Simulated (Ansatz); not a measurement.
# CdS: the cost of one run

Computed with Ansatz 0.2.0 (DFT PBEsol, scalar-relativistic, plane waves, PAW).

1 further run of the same task is left out (it didn't finish).

### 1 The structure to begin with

It takes space group P3m1 (No. 156, trigonal). Conventional cell: a = 4.261 Å, b = 4.261 Å, c = 5.804 Å, α = 90.00°, β = 90.00°, γ = 120.00°. Around Cd (site symmetry 3m) lie 3 S at 2.46 Å. S (site symmetry 3m) has 3 Cd at 2.46 Å as nearest neighbours.

Structure file:

```xyz
2
Lattice="4.2612 0.0000 0.0000 -2.1306 3.6903 0.0000 0.0000 0.0000 5.8042" Properties=species:S:1:pos:R:3 pbc="T T T"
Cd    0.0000    0.0000    2.5695
S     2.1306    1.2301    2.5208
```

The structure comes from the Materials Project (structure only).

### 2 Another functional, on a distorted cell: PBEsol

The change: strain xx, yy, zz, yz, xz, xy = -1.5, -1.5, -3.0, +0.0, +0.0, +0.0 %; atoms moved by 0.03 Å root mean square, at most 0.03 Å.

The input, input.yaml:

```yaml
crystal:
  lattice:
    - [4.1980616661, 0.0, 0.0]
    - [-2.0990308331, 3.6356280495, 0.0]
    - [0.0, 0.0, 5.6311505447]
  atoms:
    - { symbol: Cd, position: [0.0, 0.0, 0.4375232249] }
    - { symbol: S, position: [0.66666667, 0.33333333, 0.4394767751] }
basis:
  ecutwfc: 420
kpoints:
  mp_grid: { grid: [9, 9, 6] }
hamiltonian:
  xc: pbesol
scf:
  occupations: { method: gaussian, width: 0.02 }
output:
  forces: true
  stress: true
  eigenvalues: true
  populations: true
  write_density: true
  write_potential: true
  elf: true
  volumetric_format: npy
```

Launch:

```
$ ansatz run input.yaml --threads 1 --pin off --max-ram 1331MiB --backend cpu --events-out ev --progress --plain --runs-dir out
```

What time and memory should one allow on 1 thread of an x86-64 CPU, shared host?

About 3.9 s, with a peak of 0.44 GiB.
